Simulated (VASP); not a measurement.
## ZrS: equation of state with PBEsol

The system is ZrS.

```xyz
2
Lattice="0.0000 2.6250 2.6250 2.6250 0.0000 2.6250 2.6250 2.6250 0.0000" Properties=species:S:1:pos:R:3 pbc="T T T"
Zr    0.0000    0.0000    0.0000
S     2.6250    2.6250    2.6250
```

| Item | Value |
| --- | --- |
| Program | VASP 6.6.1 |
| Task | equation of state |
| Functional | PBEsol |
| Potentials or basis | VASP PAW PBE potentials, release 64 (Zr_sv, S) |
| Cutoff | 520 eV |
| k mesh | 9 × 9 × 9 |
| Occupations | fermi-dirac, width 0.05 eV |
| Spin | no spin polarisation |

| Quantity | Value |
| --- | --- |
| Equilibrium volume | 17.26 Å³/atom |
| Bulk modulus | 148 GPa |
| Pressure derivative of the bulk modulus | 4.5 |

Energy against volume, from the lowest point:
```
volume (Å³/atom)  energy (meV/atom)
          17.003               1.58
          17.364               0.00
          17.726               5.19
          18.088              16.42
          18.450              33.03
          18.811              54.45
          19.173              80.12
```

All runs of the series together: 96 s on 1 thread of Intel(R) Xeon(R) Platinum 8488C (Sapphire Rapids), on a shared host.

Caveat: the PAW data sets were made with another functional, which shifts forces and pressure a little.
